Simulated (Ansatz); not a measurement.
## Run times of several calculations on ZnCu2SnS4

Cell: 8 atoms, space group I-4, a = 6.648 Å, b = 6.648 Å, c = 6.648 Å, α = 131.75°, β = 131.75°, γ = 70.62°.

All runs are DFT with Ansatz 0.2.0 on 1 thread of Arm Neoverse V1 (aarch64; 8 cores open to the job, memory cap 3.0 GiB, no GPU), a shared host.

(1) Rank the runs by wall time, shortest first.
A. single point at relaxed positions, PBE with spin–orbit coupling, 420 eV, 7×7×7 k-points, smearing 0.02 eV
B. single point, PBE, 420 eV, 7×7×7 k-points, smearing 0.02 eV
C. single point at relaxed positions, r2SCAN, 500 eV, 7×7×7 k-points, smearing 0.02 eV
D. relaxation of the ions, PBE, 420 eV, 7×7×7 k-points, smearing 0.02 eV

Answers

(1) B (88 s, 0.62 GiB), C (2.6 min, 1.1 GiB), D (4 min, 0.71 GiB), A (10 min, 1.8 GiB).
